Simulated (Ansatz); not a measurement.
**Sb (omega (AlB2-type)): energy against volume**

Method: DFT, revPBE, plane waves (420 eV) with PAW, scalar-relativistic in Ansatz 0.2.0. The PAW files were generated under PBE, with cores re-solved for the functional.

The cell is scaled uniformly from the relaxed one, with fractional coordinates and shape fixed. Energies are extrapolated to zero smearing, pressures are those at the given smearing. Magnetic state: spin not included.

A Birch-Murnaghan fit gives V₀ = 27.94 Å³/atom, B₀ = 56 GPa, B₀′ = 4.7.

(1) What are the energy above the minimum and the pressure at 24.725 Å³/atom?

(2) What are the energy above the minimum and the pressure at 25.849 Å³/atom?

(3) What are the energy above the minimum and the pressure at 30.344 Å³/atom?

Results:

(1) 82.3 meV/atom and 9.26 GPa as computed.

(2) 32.1 meV/atom and 5.35 GPa as computed.

(3) 31.1 meV/atom and -3.72 GPa as computed.
